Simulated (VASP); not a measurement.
# WS2: single point with PBE

The system is WS2, a slab with vacuum.

```xyz
3
Lattice="3.2218 0.0000 0.0000 -1.6109 2.7901 0.0000 0.0000 0.0000 16.9001" Properties=species:S:1:pos:R:3 pbc="T T T"
W     0.0000    1.8601    0.0000
S     1.6109    0.9300   15.4674
S     1.6109    0.9300    1.4327
```

The cell isn't the ideal one: strained and moved within the space group.

```
Program                : VASP 6.6.1
Task                   : single point
Functional             : PBE
Potentials or basis    : VASP PAW PBE potentials, release 64 (W_sv, S)
Cutoff                 : 520 eV
k mesh                 : 12 × 12 × 2
Occupations            : gaussian, width 0.02 eV
Spin                   : no spin polarisation
Dipole correction      : no
Further INCAR settings : ALGO = Fast; EDIFF = 1e-07; NBANDS = 20
```

```
Largest force          : 2.885 eV/Å
Band gap on the k mesh : 0.58 eV, indirect (least direct gap 1.37 eV)
```

Forces on the atoms (eV/Å):
```
W    0.000  0.000  0.000
S    0.000  0.000 -2.885
S    0.000  0.000  2.885
```

Levels at points of the mesh, in eV from the valence-band top:
| k point | band 10 | band 11 | band 12 | band 13 | band 14 | band 15 | band 16 | band 17 |
| --- | --- | --- | --- | --- | --- | --- | --- | --- |
| (0.00, 0.00, 0.00) | -2.83 | -2.83 | -2.14 | 0.00 | 2.26 | 2.26 | 2.84 | 2.84 |
| (0.50, 0.00, 0.00) | -4.55 | -2.38 | -2.22 | -1.49 | 1.94 | 2.41 | 3.76 | 4.70 |
| (0.00, 0.00, 0.50) | -2.83 | -2.83 | -2.14 | 0.00 | 2.26 | 2.26 | 2.84 | 2.84 |
| (0.50, 0.00, 0.50) | -4.55 | -2.38 | -2.22 | -1.49 | 1.94 | 2.41 | 3.76 | 4.70 |

It took 110 s on 1 thread of Intel(R) Xeon(R) Platinum 8559C (Emerald Rapids), with other jobs on the host, peak memory 0.31 GiB.

Caveat: spin-orbit coupling is left out, which moves the levels of the heavy elements.
